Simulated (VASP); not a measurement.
# AlAs in VASP: reference runs

Reference runs on AlAs: the cell as given.

Program: VASP 6.6.1. These are calculated values, not measurements. Logs are shortened: lines on timing, memory, paths and dates and some standing lists are left out, and cuts for length are marked.

### 1 The undisturbed slab

The cell holds a slab with vacuum, 8 atoms: a = 4.003 Å, b = 4.003 Å, c = 25.622 Å, α = 90.00°, β = 90.00°, γ = 120.00°.

### 2 Single point, PBE (the (1 1 1) slab of AlAs, cut from the database cell, not relaxed)

INCAR

```
SYSTEM = AlAs
ALGO = Normal
DIPOL = 0.5 0.5 0.500
EDIFF = 1E-7
ENCUT = 520
GGA = PE
IDIPOL = 3
ISIF = 2
ISMEAR = -1
LASPH = .TRUE.
LCHARG = .TRUE.
LDIPOL = .TRUE.
LELF = .TRUE.
LREAL = .FALSE.
LVACPOTAV = .TRUE.
LVHAR = .TRUE.
LWAVE = .FALSE.
NBANDS = 26
NELM = 80
PREC = Accurate
SIGMA = 0.05
```

KPOINTS

```
k-points
0
G
  8 8 1
  0 0 0
```

POSCAR

```
AlAs
1.0
    4.0027900669      0.0000000000      0.0000000000
   -2.0013950335      3.4665178840      0.0000000000
    0.0000000000      0.0000000000     25.6218593124
As Al
4 4
Direct
    0.0000000000      0.0000000000      0.2927188034
    0.3333333333      0.6666666667      0.4202764629
    0.6666666667      0.3333333333      0.5478341223
    0.0000000000      0.0000000000      0.6753917817
    0.3333333333      0.6666666667      0.3246082183
    0.6666666667      0.3333333333      0.4521658777
    0.0000000000      0.0000000000      0.5797235371
    0.3333333333      0.6666666667      0.7072811966
```

Potentials or basis: VASP PAW PBE potentials, release 64 (As, Al).

Command:

```
cat potpaw_PBE.64/As/POTCAR potpaw_PBE.64/Al/POTCAR > POTCAR
mpirun -np 1 vasp_std > vasp.out
```

OUTCAR:

```text
SYSTEM = AlAs
   EDIFF = 1E-7
   ENCUT = 520
   GGA = PE
   ISIF = 2
   ISMEAR = -1
   LASPH = .TRUE.
   LREAL = .FALSE.
   NELM = 80
   PREC = Accurate

 ion  position               nearest neighbor table
   1  0.000  0.000  0.293-   5 2.45   5 2.45   5 2.45
   2  0.333  0.667  0.420-   6 2.45   6 2.45   6 2.45   5 2.45
   3  0.667  0.333  0.548-   7 2.45   7 2.45   7 2.45   6 2.45
   4  0.000  0.000  0.675-   8 2.45   8 2.45   8 2.45   7 2.45
   5  0.333  0.667  0.325-   1 2.45   1 2.45   1 2.45   2 2.45
   6  0.667  0.333  0.452-   2 2.45   2 2.45   2 2.45   3 2.45
   7  0.000  0.000  0.580-   3 2.45   3 2.45   3 2.45   4 2.45
   8  0.333  0.667  0.707-   4 2.45   4 2.45   4 2.45

  LATTYP: Found a hexagonal cell.
 ALAT       =     4.0027900669
 C/A-ratio  =     6.4010000235

  Lattice vectors:

 A1 = (   4.0027900669,   0.0000000000,   0.0000000000)
 A2 = (  -2.0013950335,   3.4665178840,   0.0000000000)
 A3 = (   0.0000000000,   0.0000000000,  25.6218593124)

Analysis of symmetry for initial positions (statically):
=====================================================================
 Subroutine PRICEL returns:
 Original cell was already a primitive cell.

 Routine SETGRP: Setting up the symmetry group for a
 hexagonal supercell.

 Subroutine GETGRP returns: Found  6 space group operations
 (whereof  6 operations were pure point group operations)
 out of a pool of 24 trial point group operations.

The static configuration has the point symmetry C_3v.

Analysis of symmetry for dynamics (positions and initial velocities):
=====================================================================
 Subroutine PRICEL returns:
 Original cell was already a primitive cell.

 Routine SETGRP: Setting up the symmetry group for a
 hexagonal supercell.

 Subroutine GETGRP returns: Found  6 space group operations
 (whereof  6 operations were pure point group operations)
 out of a pool of 24 trial point group operations.

The dynamic configuration has the point symmetry C_3v.

 Subroutine INISYM returns: Found  6 space group operations
 (whereof  6 operations are pure point group operations),
 and found     1 'primitive' translations

----------------------------------------------------------------------------------------

                                     Primitive cell

  volume of cell :     355.5223

  direct lattice vectors                    reciprocal lattice vectors
     4.002790067  0.000000000  0.000000000     0.249825742  0.144236960  0.000000000
    -2.001395034  3.466517884  0.000000000     0.000000000  0.288473919  0.000000000
     0.000000000  0.000000000 25.621859312     0.000000000  0.000000000  0.039029174

  length of vectors
     4.002790067  4.002790067 25.621859312     0.288473919  0.288473919  0.039029174

  position of ions in fractional coordinates (direct lattice)
     0.000000000  0.000000000  0.292718803
     0.333333333  0.666666667  0.420276463
     0.666666667  0.333333333  0.547834122
     0.000000000  0.000000000  0.675391782
     0.333333333  0.666666667  0.324608218
     0.666666667  0.333333333  0.452165878
     0.000000000  0.000000000  0.579723537
     0.333333333  0.666666667  0.707281197

  ion indices of the primitive-cell ions
   primitive index   ion index
                 1           1
                 2           2
                 3           3
                 4           4
                 5           5
                 6           6
                 7           7
                 8           8

----------------------------------------------------------------------------------------

 KPOINTS: k-points

Automatic generation of k-mesh.
 Grid dimensions read from file:
 generate k-points for:    8    8    1

 Generating k-lattice:

  Cartesian coordinates                     Fractional coordinates (reciprocal lattice)
     0.031228218  0.018029620  0.000000000     0.125000000  0.000000000  0.000000000
     0.000000000  0.036059240  0.000000000     0.000000000  0.125000000  0.000000000
     0.000000000  0.000000000  0.039029174     0.000000000  0.000000000  1.000000000

  Length of vectors
     0.036059240  0.036059240  0.039029174

  Shift w.r.t. Gamma in fractional coordinates (k-lattice)
     0.000000000  0.000000000  0.000000000

 Subroutine IBZKPT returns following result:
 ===========================================

 Found     10 irreducible k-points:

 Following reciprocal coordinates:
            Coordinates               Weight
  0.000000  0.000000  0.000000      1.000000
  0.125000  0.000000  0.000000      6.000000
  0.250000  0.000000  0.000000      6.000000
  0.375000 -0.000000  0.000000      6.000000
  0.500000  0.000000  0.000000      3.000000
  0.125000  0.125000  0.000000      6.000000
  0.250000  0.125000  0.000000     12.000000
  0.375000  0.125000  0.000000     12.000000
  0.250000  0.250000  0.000000      6.000000
  0.375000  0.250000  0.000000      6.000000
   k-points           NKPTS =     10   k-points in BZ     NKDIM =     10   number of bands    NBANDS=     26
   number of dos      NEDOS =    301   number of ions     NIONS =      8
   total plane-waves  NPLWV = 172800
   dimension x,y,z NGX =    30 NGY =   30 NGZ =  192
   dimension x,y,z NGXF=    60 NGYF=   60 NGZF=  384
   ions per type =               4   4
   NGX,Y,Z   is equivalent  to a cutoff of  12.46, 12.46, 12.46 a.u.
   NGXF,Y,Z  is equivalent  to a cutoff of  24.92, 24.92, 24.92 a.u.
 SYSTEM =  AlAs
   PREC   = accura    normal or accurate (medium, high low for compatibility)
   ISTART =      0    job   : 0-new  1-cont  2-samecut
   ICHARG =      2    charge: 1-file 2-atom 10-const
   ISPIN  =      1    spin polarized calculation?
   LNONCOLLINEAR =      F non collinear calculations
   LSORBIT =      F    spin-orbit coupling
   LASPH  =      T    aspherical Exc in radial PAW
   ENCUT  =  520.0 eV  38.22 Ry    6.18 a.u.   7.44  7.44 47.64*2*pi/ulx,y,z
   NELM   =     80;   NELMIN=  2; NELMDL= -5     # of ELM steps
   EDIFF  = 0.1E-06   stopping-criterion for ELM
   LREAL  =      F    real-space projection
   EDIFFG = 0.1E-05   stopping-criterion for IOM
   NSW    =      0    number of steps for IOM
   IBRION =     -1    ionic relax: 0-MD 1-quasi-New 2-CG
   NFREE  =      0    steps in history (QN), initial steepest desc. (CG)
   ISIF   =      2    stress and relaxation
   ISYM   =      2    0-nonsym 1-usesym 2-fastsym
   POTIM  = 0.5000    time-step for ionic-motion
   TEBEG  =    0.0;   TEEND  =   0.0 temperature during run
   PSTRESS=    0.0 pullay stress
   NELECT =      32.0000    total number of electrons
   NUPDOWN=      -1.0000    fix difference up-down
   EMIN   =  10.00;   EMAX   =-10.00  energy-range for DOS
   EFERMI =   0.00;   METHOD = LEGACY
   ISMEAR =    -1;   SIGMA  =   0.05  broadening in eV -4-tet -1-fermi 0-gaus
   EFERMI_NEDOS =   21; number of points for ismear=-14 and -15
   IALGO  =     38    algorithm
   IMIX   =      4    mixing-type and parameters
     AMIX     =   0.40;   BMIX     =  1.00
     AMIX_MAG =   1.60;   BMIX_MAG =  1.00
  volume/ion in A,a.u.               =      44.44       299.90
  Fermi-wavevector in a.u.,A,eV,Ry     =   0.733673  1.386441  7.323690  0.538276
  Thomas-Fermi vector in A             =   1.826439
   LORBIT       =      0    0 simple, 1 ext, 2 COOP (PROOUT), +10 PAW based schemes
   GGA     = PE    functional components
   LHFCALC =     F    Hartree Fock is set to
   AEXX    =    0.0000 exact exchange contribution
   IVDW    =     0    specifies the selected vdW correction
   LEPSILON=     F    determine dielectric tensor
   LRPA    =     F    only Hartree local field effects (RPA)
 non-spin polarized calculation
  energy-cutoff  :      520.00
  volume of cell :      355.52
 maximum number of plane-waves:      9641
 NGX is ok and might be reduce to    30
   NGX = 15   NGY = 15   NGZ = 95

 number of electron      31.9999998 magnetization

 dipolmoment           0.000000      0.000000     -0.178613 electrons x Angstroem

 Free energy of the ion-electron system (eV)
  ---------------------------------------------------
  ext. energy  EPLUGINS =         0.00000000
  ---------------------------------------------------
  free energy    TOTEN  =       -34.99351221 eV

  energy without entropy =      -34.92495053  energy(sigma->0) =      -34.95923137

 E-fermi :  -0.0493     XC(G=0):  -5.2050

 val. band max:       -0.0511296960   @ k =   0.1250   0.0000   0.0000
 cond. band min:      -0.0354336799   @ k =   0.3750   0.1250   0.0000
 fundamental gap:      0.0156960161
 Fermi energy:        -0.0492853610

 k-point     1 :       0.0000    0.0000    0.0000
  band No.  band energies     occupation
      1     -12.7783      2.00000
      2     -12.1118      2.00000
      3     -11.4682      2.00000
      4     -10.4419      2.00000
      5      -6.0265      2.00000
      6      -4.5806      2.00000
[... 18 lines left out ...]
     25       3.7718      0.00000
     26       3.7718      0.00000

 k-point     2 :       0.1250    0.0000    0.0000
  band No.  band energies     occupation
      1     -12.6500      2.00000
      2     -11.9898      2.00000
      3     -11.3513      2.00000
      4     -10.3237      2.00000
      5      -5.9345      2.00000
      6      -4.5665      2.00000
[... 18 lines left out ...]
     25       3.7867      0.00000
     26       4.1549      0.00000

 k-point     3 :       0.2500    0.0000    0.0000
  band No.  band energies     occupation
      1     -12.2951      2.00000
      2     -11.6590      2.00000
      3     -11.0379      2.00000
      4     -10.0061      2.00000
      5      -5.7989      2.00000
      6      -4.9639      2.00000
[... 18 lines left out ...]
     25       4.4516      0.00000
     26       4.9126      0.00000

 k-point     4 :       0.3750   -0.0000    0.0000
  band No.  band energies     occupation
      1     -11.8365      2.00000
      2     -11.2567      2.00000
      3     -10.6675      2.00000
      4      -9.6279      2.00000
      5      -6.1654      2.00000
      6      -5.8419      2.00000
[... 18 lines left out ...]
     25       4.4813      0.00000
     26       4.8334      0.00000

 k-point     5 :       0.5000    0.0000    0.0000
  band No.  band energies     occupation
      1     -11.5884      2.00000
      2     -11.0639      2.00000
      3     -10.4936      2.00000
      4      -9.4480      2.00000
      5      -6.5109      2.00000
      6      -6.2218      2.00000
[... 18 lines left out ...]
     25       4.3469      0.00000
     26       4.9127      0.00000

 k-point     6 :       0.1250    0.1250    0.0000
  band No.  band energies     occupation
      1     -12.4074      2.00000
      2     -11.7624      2.00000
      3     -11.1351      2.00000
      4     -10.1047      2.00000
      5      -5.8097      2.00000
      6      -4.7279      2.00000
[... 18 lines left out ...]
     25       4.1413      0.00000
     26       4.3685      0.00000

 k-point     7 :       0.2500    0.1250    0.0000
  band No.  band energies     occupation
      1     -11.9912      2.00000
      2     -11.3864      2.00000
      3     -10.7847      2.00000
      4      -9.7480      2.00000
      5      -5.8947      2.00000
      6      -5.4567      2.00000
[... 18 lines left out ...]
     25       4.5414      0.00000
     26       4.7037      0.00000

 k-point     8 :       0.3750    0.1250    0.0000
  band No.  band energies     occupation
      1     -11.6039      2.00000
      2     -11.0692      2.00000
      3     -10.4967      2.00000
      4      -9.4511      2.00000
      5      -6.3526      2.00000
      6      -6.0704      2.00000
[... 18 lines left out ...]
     25       4.4148      0.00000
     26       4.9971      0.00000

 k-point     9 :       0.2500    0.2500    0.0000
  band No.  band energies     occupation
      1     -11.6189      2.00000
      2     -11.0748      2.00000
      3     -10.5000      2.00000
      4      -9.4543      2.00000
      5      -6.1459      2.00000
      6      -5.8794      2.00000
[... 18 lines left out ...]
     25       4.8597      0.00000
     26       5.1368      0.00000

 k-point    10 :       0.3750    0.2500    0.0000
  band No.  band energies     occupation
      1     -11.4314      2.00000
      2     -10.9342      2.00000
      3     -10.3713      2.00000
      4      -9.3196      2.00000
      5      -6.2909      2.00000
      6      -6.0510      2.00000
[... 18 lines left out ...]
     25       5.1073      0.00000
     26       5.5245      0.00000

------------------------ aborting loop because EDIFF is reached ----------------------------------------

  FORCE on cell =-STRESS in cart. coord.  units (eV):
  Direction    XX          YY          ZZ          XY          YZ          ZX
  --------------------------------------------------------------------------------------
  -------------------------------------------------------------------------------------
  Total        2.1310200      2.1310200      4.1942851     -0.0000000      0.0000000     -0.0000000
  in kB        9.6035368      9.6035368     18.9017332     -0.0000000      0.0000000     -0.0000000
  external PRESSURE =      12.7029356 kB  Pullay stress =       0.0000000 kB

 VOLUME and BASIS-vectors are now :
 -----------------------------------------------------------------------------
  energy-cutoff  :      520.00
  volume of cell :      355.52
      direct lattice vectors                 reciprocal lattice vectors
     4.002790067  0.000000000  0.000000000     0.249825742  0.144236960  0.000000000
    -2.001395034  3.466517884  0.000000000     0.000000000  0.288473919  0.000000000
     0.000000000  0.000000000 25.621859312     0.000000000  0.000000000  0.039029174

 POSITION                                       TOTAL-FORCE (eV/Angst)
 -----------------------------------------------------------------------------------
      0.00000      0.00000      7.50000         0.000000      0.000000     -0.119673
     -0.00000      2.31101     10.76826        -0.000000     -0.000000      0.520200
      2.00140      1.15551     14.03653        -0.000000      0.000000      0.429823
      0.00000      0.00000     17.30479         0.000000      0.000000      0.702812
     -0.00000      2.31101      8.31707         0.000000      0.000000     -0.470305
      2.00140      1.15551     11.58533         0.000000     -0.000000     -0.437039
      0.00000      0.00000     14.85359        -0.000000      0.000000     -0.490839
     -0.00000      2.31101     18.12186        -0.000000      0.000000     -0.134979
 -----------------------------------------------------------------------------------
    total drift:                                0.000001     -0.000001      0.000225

  FREE ENERGIE OF THE ION-ELECTRON SYSTEM (eV)
  ---------------------------------------------------
  free  energy   TOTEN  =       -34.9935122134 eV

  energy  without entropy=      -34.9249505314  energy(sigma->0) =      -34.95923137

 vacuum level on the upper side and lower side of the slab         3.503         5.833
```

Run time: 3.6 min. Hardware: 1 thread of Intel Xeon Platinum 8259CL at 2.50GHz (Skylake/Cascade Lake), shared host; peak memory 0.43 GiB.

Results:

```
Free energy                     : -34.9935 eV
Largest force                   : 0.703 eV/Å
Band gap on the k mesh          : none (metal or under the smearing width)
Work function of the upper face : 3.55 eV
Work function of the lower face : 5.88 eV
```

Forces on the atoms (eV/Å):
```
As   0.000  0.000 -0.120
As   0.000  0.000  0.520
As   0.000  0.000  0.430
As   0.000  0.000  0.703
Al   0.000  0.000 -0.470
Al   0.000  0.000 -0.437
Al   0.000  0.000 -0.491
Al   0.000  0.000 -0.135
```
